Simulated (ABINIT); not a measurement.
# Ni (Fm-3m) in ABINIT: further runs

One crystal, Ni, is run at these levels: PBEsol; tasks: relaxation of cell and atoms, single point.

Everything below comes from runs of ABINIT 10.8.3 (patched build). Logs are shortened: lines on timing, memory, paths and dates and some standing lists are left out, and cuts for length are marked. The log counts tension as positive stress, the text compression.

**1. Starting point**

The structure is cubic, space group Fm-3m (No. 225). Conventional cell: a = 3.475 Å, b = 3.475 Å, c = 3.475 Å, α = 90.00°, β = 90.00°, γ = 90.00°. Ni (site symmetry m-3m) has 12 Ni at 2.46 Å as nearest neighbours.

**2. Relaxation of cell and atoms, PBEsol, collinear spin, ferromagnetic start**

Input file run.abi:

```
pp_dirpath "./"
pseudos "Ni.upf"

acell 3*1.0 Angstrom
rprim
     0.0000000000     1.7375729330     1.7375729330
     1.7375729330     0.0000000000     1.7375729330
     1.7375729330     1.7375729330     0.0000000000
ntypat 1
znucl 28
natom 1
typat 1
chkprim 0
chksymtnons 0
tolsym 1.0e-6
xred
            0.0            0.0            0.0

ecut 49.0
ecutsm 0.5

kptopt 1
ngkpt 10 10 10
nshiftk 1
shiftk 0.0 0.0 0.0

ixc -116133

nband 14
occopt 3
tsmear 0.05 eV

nsppol 2
spinat
     0.0000000000     0.0000000000     1.0000000000

nstep 80
tolvrs 1.0e-12

iomode 3
prteig 0
prtebands 0
prtwf 0
prtden 0

ionmov 2
optcell 2
ntime 50
tolmxf 2.0e-5
dilatmx 1.08
```

Potentials or basis: PseudoDojo NC SR PBEsol v0.4.1 standard.

Command:

```
$ mpirun --bind-to none -np 4 abinit run.abi > log 2>&1
```

run.abo:

```text
.Version 10.8.3 of ABINIT
 Symmetries : space group Fm -3 m (#225); Bravais cF (face-center cubic)
================================================================================
 Values of the parameters that define the memory need of the present run
     intxc =       0    ionmov =       2      iscf =       7    lmnmax =       6
     lnmax =       6     mgfft =      32  mpssoang =       3    mqgrid =    3001
     natom =       1  nloc_mem =       1    nspden =       2   nspinor =       1
    nsppol =       2      nsym =      48    n1xccc =    2501    ntypat =       1
    occopt =       3   xclevel =       2
       mpw =        1476          nfft =       32768          nkpt =          47
================================================================================
================================================================================

--------------------------------------------------------------------------------
------------- Echo of variables that govern the present computation ------------
--------------------------------------------------------------------------------
 -outvars: echo values of preprocessed input variables --------
            acell      1.8897261259E+00  1.8897261259E+00  1.8897261259E+00 Bohr
              amu      5.86900000E+01
          chkprim           0
      chksymtnons           0
          dilatmx      1.08000000E+00
             ecut      4.90000000E+01 Hartree
           ecutsm      5.00000000E-01 Hartree
           ionmov           2
              ixc     -116133
         kptrlatt       10    0    0      0   10    0      0    0   10
          kptrlen      4.64362251E+01
            natom           1
            nband          14
            ngfft          32      32      32
             nkpt          47
           nspden           2
           nsppol           2
            nstep          80
             nsym          48
            ntime          50
           ntypat           1
           occopt           3
          optcell           2
           prtden           0
        prtebands           0
           prteig           0
            prtwf           0
            rprim      0.0000000000E+00  1.7375729330E+00  1.7375729330E+00
                       1.7375729330E+00  0.0000000000E+00  1.7375729330E+00
                       1.7375729330E+00  1.7375729330E+00  0.0000000000E+00
          spgroup         225
           spinat      0.0000000000E+00  0.0000000000E+00  1.0000000000E+00
           tolmxf      2.00000000E-05
           tolsym      1.00000000E-06
           tolvrs      1.00000000E-12
           tsmear      1.83746611E-03 Hartree
            typat      1
            znucl       28.00000

[... 38 lines left out ...]

--- Iteration: ( 1/50) Internal Cycle: (1/1)
--------------------------------------------------------------------------------

---SELF-CONSISTENT-FIELD CONVERGENCE--------------------------------------------
[... 374 lines left out ...]
 Difference of energy with previous step (new-old):
           Absolute (Ha)=-5.67098E-10
           Relative     =-3.38260E-12

 At Broyd/MD step   4, gradients are converged :
  max grad (force/stress) = 3.1033E-08 < tolmxf= 2.0000E-05 ha/bohr (free atoms)

================================================================================

 ----iterations are completed or convergence reached----

 Mean square residual over all n,k,spin=   39.409E-15; max=  48.785E-12
 reduced coordinates (array xred) for    1 atoms
       0.000000000000      0.000000000000      0.000000000000
 rms dE/dt=  0.0000E+00; max dE/dt=  0.0000E+00; dE/dt below (all hartree)
    1       0.000000000000      0.000000000000      0.000000000000

 cartesian coordinates (angstrom) at end:
    1      0.00000000000000     0.00000000000000     0.00000000000000

 cartesian forces (hartree/bohr) at end:
    1     -0.00000000000000    -0.00000000000000    -0.00000000000000
 frms,max,avg= 0.0000000E+00 0.0000000E+00   0.000E+00  0.000E+00  0.000E+00 h/b

 cartesian forces (eV/Angstrom) at end:
    1     -0.00000000000000    -0.00000000000000    -0.00000000000000
 frms,max,avg= 0.0000000E+00 0.0000000E+00   0.000E+00  0.000E+00  0.000E+00 e/A
 length scales=  4.631826415045  4.631826415045  4.631826415045 bohr
              =  2.451056982038  2.451056982038  2.451056982038 angstroms
 Fermi (or HOMO) energy (hartree) =   0.43705   Average Vxc (hartree)=  -0.53060
 Magnetization (Bohr magneton)=  7.21039044E-01
 Total spin up =  9.36051952E+00   Total spin down =  8.63948048E+00
 Eigenvalues (hartree) for nkpt=  47  k points, SPIN UP:
 kpt#   1, nband= 14, wtk=  0.00100, kpt=  0.0000  0.0000  0.0000 (reduced coord)
  -3.36691   -1.91172   -1.91172   -1.91172    0.08873    0.33880    0.33880    0.33880
   0.38577    0.38577    1.31378    1.46934    1.46934    1.46934
      occupation numbers for kpt#   1
   1.00000    1.00000    1.00000    1.00000    1.00000    1.00000    1.00000    1.00000
   1.00000    1.00000    0.00000    0.00000    0.00000    0.00000
 prteigrs : prtvol=0 or 1, do not print more k-points.

 Eigenvalues (hartree) for nkpt=  47  k points, SPIN DOWN:
 kpt#   1, nband= 14, wtk=  0.00100, kpt=  0.0000  0.0000  0.0000 (reduced coord)
  -3.33712   -1.87967   -1.87967   -1.87967    0.08816    0.37016    0.37016    0.37016
   0.41277    0.41277    1.30989    1.46949    1.46949    1.46949
      occupation numbers for kpt#   1
   1.00000    1.00000    1.00000    1.00000    1.00000    1.00000    1.00000    1.00000
   1.00000    1.00000    0.00000    0.00000    0.00000    0.00000
 prteigrs : prtvol=0 or 1, do not print more k-points.

--- !EnergyTerms
iteration_state     : {dtset: 1, itime: 4, icycle: 1, }
comment             : Components of total free energy in Hartree
kinetic             :  7.88500456706758E+01
hartree             :  4.54741901699227E+01
xc                  : -2.12341982614014E+01
Ewald energy        : -1.13389807218730E+02
psp_core            :  5.01373462861884E+00
local_psp           : -1.35838565226222E+02
non_local_psp       : -2.65263412543879E+01
internal            : -1.67650941491523E+02
'-kT*entropy'       : -4.80138914189190E-04
total_energy        : -1.67651421630437E+02
total_energy_eV     : -4.56202758867364E+03
band_energy         : -1.46513434560372E+01
...

 Cartesian components of stress tensor (hartree/bohr^3)
  sigma(1 1)=  3.10332440E-10  sigma(3 2)=  0.00000000E+00
  sigma(2 2)=  3.10332399E-10  sigma(3 1)=  0.00000000E+00
  sigma(3 3)=  3.10332385E-10  sigma(2 1)=  0.00000000E+00

-Cartesian components of stress tensor (GPa)         [Pressure= -9.1303E-06 GPa]
- sigma(1 1)=  9.13029562E-06  sigma(3 2)=  0.00000000E+00
- sigma(2 2)=  9.13029439E-06  sigma(3 1)=  0.00000000E+00
- sigma(3 3)=  9.13029398E-06  sigma(2 1)=  0.00000000E+00

== END DATASET(S) ==============================================================
================================================================================

 -outvars: echo values of variables after computation  --------
            acell      4.6318264150E+00  4.6318264150E+00  4.6318264150E+00 Bohr
           etotal     -1.6765142163E+02
            fcart     -0.0000000000E+00 -0.0000000000E+00 -0.0000000000E+00
            rprim      0.0000000000E+00  7.0710678119E-01  7.0710678119E-01
                       7.0710678119E-01  0.0000000000E+00  7.0710678119E-01
                       7.0710678119E-01  7.0710678119E-01  0.0000000000E+00
           strten      3.1033244030E-10  3.1033239867E-10  3.1033238479E-10
                       0.0000000000E+00  0.0000000000E+00  0.0000000000E+00
 Calculation completed.
```

Wall time 34 s (4 MPI ranks of Intel Xeon 6975P-C (Granite Rapids), shared host); peak memory 0.32 GiB.

Results:

| Item | Value |
| --- | --- |
| Free energy | -4562.0276 eV |
| Relaxed volume | 10.41 Å³/atom |
| Relaxed cell | a = 2.451 Å, b = 2.451 Å, c = 2.451 Å, α = 60.00°, β = 60.00°, γ = 60.00° |
| Space group after relaxing (to 0.05 Å) | Fm-3m (No. 225) |
| Energy gained by relaxing | 0.4 meV/atom |
| Ionic steps | 4 |
| Pressure after relaxing | 0.0 GPa |
| Band gap on the k mesh | none (metal or under the smearing width) |
| Net moment | 0.72 μB per cell |
| Site moments | Ni +0.76 μB |

The path:
| step | energy change (eV) | largest force (eV/Å) | pressure (GPa) | volume (Å³) |
| --- | --- | --- | --- | --- |
| 1 | 0.0000 | 0.0000 | -1.71 | 10.49 |
| 2 | -0.0004 | 0.0000 | -0.54 | 10.44 |
| 3 | -0.0004 | 0.0000 | 0.01 | 10.41 |
| 4 | -0.0004 | 0.0000 | 0.00 | 10.41 |

Final structure:
```cif
data_structure
_symmetry_space_group_name_H-M 'P 1'
_symmetry_Int_Tables_number 1
_cell_length_a 2.4511
_cell_length_b 2.4511
_cell_length_c 2.4511
_cell_angle_alpha 60.000
_cell_angle_beta 60.000
_cell_angle_gamma 60.000
_cell_volume 10.41
loop_
_atom_site_label
_atom_site_type_symbol
_atom_site_fract_x
_atom_site_fract_y
_atom_site_fract_z
_atom_site_occupancy
Ni1 Ni 0.00000 0.00000 0.00000 1
```

**3. Single point, PBEsol, collinear spin, ferromagnetic start (cell relaxed)**

Input file run.abi:

```
pp_dirpath "./"
pseudos "Ni.upf"

acell 4.6318264037 4.6318264037 4.6318264037
rprim
     0.0000000000     0.7071067812     0.7071067812
     0.7071067812     0.0000000000     0.7071067812
     0.7071067812     0.7071067812     0.0000000000
ntypat 1
znucl 28
natom 1
typat 1
xcart
     0.0000000000     0.0000000000     0.0000000000 Angstrom
chkprim 0
chksymtnons 0
tolsym 1.0e-6

ecut 49.0

kptopt 1
ngkpt 10 10 10
nshiftk 1
shiftk 0.0 0.0 0.0

ixc -116133

nband 14
occopt 3
tsmear 0.05 eV

nsppol 2
spinat
     0.0000000000     0.0000000000     1.0000000000

nstep 100
tolvrs 1.0e-10

iomode 3
prtwf 0
prtden 0
prteig 0
prtebands 0
enunit 2
```

Potentials or basis: PseudoDojo NC SR PBEsol v0.4.1 standard.

Command:

```
$ mpirun --bind-to none -np 4 abinit run.abi > log 2>&1
```

run.abo:

```text
.Version 10.8.3 of ABINIT
 Symmetries : space group Fm -3 m (#225); Bravais cF (face-center cubic)
================================================================================
 Values of the parameters that define the memory need of the present run
     intxc =       0    ionmov =       0      iscf =       7    lmnmax =       6
     lnmax =       6     mgfft =      30  mpssoang =       3    mqgrid =    3001
     natom =       1  nloc_mem =       1    nspden =       2   nspinor =       1
    nsppol =       2      nsym =      48    n1xccc =    2501    ntypat =       1
    occopt =       3   xclevel =       2
       mpw =        1179          nfft =       27000          nkpt =          47
================================================================================
================================================================================

--------------------------------------------------------------------------------
------------- Echo of variables that govern the present computation ------------
--------------------------------------------------------------------------------
 -outvars: echo values of preprocessed input variables --------
            acell      4.6318264037E+00  4.6318264037E+00  4.6318264037E+00 Bohr
              amu      5.86900000E+01
          chkprim           0
      chksymtnons           0
             ecut      4.90000000E+01 Hartree
           enunit           2
              ixc     -116133
         kptrlatt       10    0    0      0   10    0      0    0   10
          kptrlen      4.63182640E+01
            natom           1
            nband          14
            ngfft          30      30      30
             nkpt          47
           nspden           2
[... 169 lines left out ...]
  11.23195   11.23195   35.64382   39.98683   39.98683   39.98683
 prteigrs : prtvol=0 or 1, do not print more k-points.

--- !EnergyTerms
iteration_state     : {dtset: 1, }
comment             : Components of total free energy in Hartree
kinetic             :  7.88500510843455E+01
hartree             :  4.54741929193000E+01
xc                  : -2.12341999465994E+01
Ewald energy        : -1.13389807494303E+02
psp_core            :  5.01373466517384E+00
local_psp           : -1.35838576235417E+02
non_local_psp       : -2.65263372536095E+01
internal            : -1.67650942261109E+02
'-kT*entropy'       : -4.80136535988614E-04
total_energy        : -1.67651422397645E+02
total_energy_eV     : -4.56202760955044E+03
band_energy         : -1.46513395130030E+01
...

 Cartesian components of stress tensor (hartree/bohr^3)
  sigma(1 1)=  1.19685116E-06  sigma(3 2)=  0.00000000E+00
  sigma(2 2)=  1.19685116E-06  sigma(3 1)=  0.00000000E+00
  sigma(3 3)=  1.19685116E-06  sigma(2 1)=  0.00000000E+00

-Cartesian components of stress tensor (GPa)         [Pressure= -3.5213E-02 GPa]
- sigma(1 1)=  3.52125768E-02  sigma(3 2)=  0.00000000E+00
- sigma(2 2)=  3.52125768E-02  sigma(3 1)=  0.00000000E+00
- sigma(3 3)=  3.52125768E-02  sigma(2 1)=  0.00000000E+00

== END DATASET(S) ==============================================================
================================================================================

 -outvars: echo values of variables after computation  --------
            acell      4.6318264037E+00  4.6318264037E+00  4.6318264037E+00 Bohr
           etotal     -1.6765142240E+02
            fcart     -0.0000000000E+00 -0.0000000000E+00 -0.0000000000E+00
            rprim      0.0000000000E+00  7.0710678120E-01  7.0710678120E-01
                       7.0710678120E-01  0.0000000000E+00  7.0710678120E-01
                       7.0710678120E-01  7.0710678120E-01  0.0000000000E+00
           strten      1.1968511600E-06  1.1968511600E-06  1.1968511600E-06
                       0.0000000000E+00  0.0000000000E+00  0.0000000000E+00
 Calculation completed.
```

Wall time 8 s (4 MPI ranks of Intel Xeon 6975P-C (Granite Rapids), shared host); peak memory 0.28 GiB.

What came out:

* Free energy: -4562.0276 eV
* Pressure: 0.0 GPa
* Band gap on the k mesh: none (metal or under the smearing width)
* Net moment: 0.72 μB per cell
* Site moments: Ni +0.76 μB
* Valence electrons inside the program's atomic spheres: Ni 16.37 (radii [1.0584] Å)

Levels at points of the mesh, in eV from the Fermi level:
Spin up:
| k point | band 7 | band 8 | band 9 | band 10 | band 11 | band 12 |
| --- | --- | --- | --- | --- | --- | --- |
| (0.00, 0.00, 0.00) | -2.67 | -2.67 | -1.40 | -1.40 | 23.86 | 28.09 |
| (0.50, 0.00, 0.00) | -2.65 | -0.69 | -0.69 | -0.53 | 5.85 | 22.36 |
| (0.50, 0.50, 0.00) | -0.63 | -0.56 | -0.56 | 2.31 | 9.49 | 15.05 |
Spin down:
| k point | band 5 | band 6 | band 7 | band 8 | band 9 | band 10 | band 11 | band 12 | band 13 | band 14 |
| --- | --- | --- | --- | --- | --- | --- | --- | --- | --- | --- |
| (0.00, 0.00, 0.00) | -9.49 | -1.82 | -1.82 | -1.82 | -0.66 | -0.66 | 23.75 | 28.09 | 28.09 | 28.09 |
| (0.50, 0.00, 0.00) | -4.73 | -1.91 | -1.91 | -0.56 | 0.19 | 0.19 | 6.34 | 22.26 | 25.32 | 25.32 |
| (0.50, 0.50, 0.00) | -4.61 | -3.87 | 0.14 | 0.42 | 0.42 | 2.29 | 9.80 | 15.08 | 15.08 | 20.24 |
